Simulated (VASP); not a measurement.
Runs of VASP 6.6.1 on BaS. All rows change the cell; the cell of one of them follows. It takes space group P4/mmm (No. 123, tetragonal). Conventional cell: a = 3.644 Å, b = 3.644 Å, c = 3.886 Å, α = 90.00°, β = 90.00°, γ = 90.00°. Ba (site symmetry 4/mmm) is surrounded by 8 S at 3.23 Å and 4 Ba at 3.64 Å. Around S (site symmetry 4/mmm) lie 8 Ba at 3.23 Å and 4 S at 3.64 Å. The cell was built by a generator and needn't be a form met in nature.

| level | cell | k mesh | smearing | exchange at q = 0 | grid for exact exchange (PRECFOCK) | screening parameter | gap on the mesh (eV) | pressure (GPa) |
| --- | --- | --- | --- | --- | --- | --- | --- | --- |
| PBE | epitaxial_xy strain -4.9% | 6 × 6 × 6 | fermi-dirac 0.02 eV | - | - | - | 1.01 | (a) |
| r2SCAN | epitaxial_xy strain -4.9% | 6 × 6 × 6 | gaussian 0.01 eV | - | - | - | 1.39 | 6.6 |
| r2SCAN | shear_111 strain -2.5% | 6 × 6 × 6 | gaussian 0.01 eV | - | - | - | (b) | 2.4 |
| HSE06 | shear_111 strain -2.5% | 4 × 4 × 4 | gaussian 0.01 eV | truncated | Normal | 0.2079 1/A | (c) | 1.8 |

Alike in all rows: task single point; potentials or basis VASP PAW PBE potentials, release 64 (Ba_sv, S); no spin polarisation; cutoff (eV) 520.

Q: Fill in the values left out.

A: (a) 6.5; (b) 1.77; (c) 2.30.

Caveats: spin-orbit coupling is left out, which moves the levels of the heavy elements; the PAW data sets were made with another functional, which shifts forces and pressure a little (some runs).

A k mesh can miss the band edges, and the runs leave out spin-orbit coupling on Ba.
